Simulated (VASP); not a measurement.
The system is Os.

```
CELL_PARAMETERS angstrom
2.73410 0.00000 0.00000
-1.36705 2.36780 0.00000
0.00000 0.00000 4.31970
ATOMIC_POSITIONS crystal
Os 0.66667 0.33333 0.75000
Os 0.33333 0.66667 0.25000
```

| Property | Result |
| --- | --- |
| Program | VASP 6.6.1 |
| Task | relaxation of cell and atoms |
| Functional | optB88-vdW |
| Potentials or basis | VASP PAW PBE potentials, release 64 (Os) |
| Cutoff | 600 eV |
| k mesh | 11 × 11 × 6 |
| Occupations | fermi-dirac, width 0.05 eV |
| Spin | no spin polarisation |

At the start: pressure 13.1 GPa; volume 13.98 Å³/atom.

Task: Where does the relaxation end?

Result: Over 7 steps the energy falls by 17.2 meV/atom and the volume is 14.41 Å³/atom (+3.1 %); space group P6_3/mmc (No. 194, to 0.05 Å).

The path:
| step | energy change (eV) | largest force (eV/Å) | pressure (GPa) | volume (Å³) |
| --- | --- | --- | --- | --- |
| 1 | 0.0000 | 0.0000 | 13.10 | 27.96 |
| 2 | 0.5008 | 0.0000 | -37.35 | 32.85 |
| 3 | -0.0342 | 0.0000 | -0.76 | 28.89 |
| 4 | -0.0343 | 0.0000 | -0.04 | 28.84 |
| 5 | -0.0343 | 0.0000 | 0.21 | 28.82 |
| 6 | -0.0344 | 0.0000 | 0.20 | 28.82 |
| 7 | -0.0344 | 0.0000 | 0.21 | 28.82 |

Final structure:
```xyz
2
Lattice="2.7627 0.0000 0.0000 -1.3813 2.3925 0.0000 0.0000 0.0000 4.3603" Properties=species:S:1:pos:R:3 pbc="T T T"
Os    1.3813    0.7975    3.2702
Os    0.0000    1.5950    1.0901
```

Caveat: the PAW data sets were made with another functional, which shifts forces and pressure a little.
